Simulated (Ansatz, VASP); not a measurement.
## BAs in VASP and in Ansatz

```
B As
1.0
     0.00000    2.30803    2.30803
     2.30803    0.00000    2.30803
     2.30803    2.30803    0.00000
B As
1 1
Direct
  0.00000 0.00000 0.00000
  0.50000 0.50000 0.50000
```

Change from the starting cell: species swapped into the YAs type (Fm-3m, No. 225).

Alike in both runs: functional PBE; k mesh 6 × 6 × 6; occupations gaussian, width 0.1 eV; no spin polarisation.

Ansatz relaxed the structure, and its values are those at the end. VASP's run is a single point on that final structure, the one shown.

|  | VASP | Ansatz |
| --- | --- | --- |
| version | VASP 6.6.1 | Ansatz 0.2.0 |
| potentials or method | VASP PAW PBE potentials, release 64 (B, As) | scalar-relativistic, plane waves, PAW |
| plane-wave cutoff (eV) | 520 | 420 |
| valence electrons in the cell | 8 | 18 |

```csv
,VASP,Ansatz,Ansatz less VASP
gap on the k mesh at the Fermi level (eV),none,none,-
pressure (GPa),0.3,-0.1,-0.35
```

A gap of «none» marks a metal or a gap that the smearing closes. The functional is the same, so the differences come from potentials, cutoffs and numerics. The two sets of potentials don't hold the same shells in valence.

Caveats: the k mesh is coarse (spacing up to 0.39 Å⁻¹), so the values aren't converged.
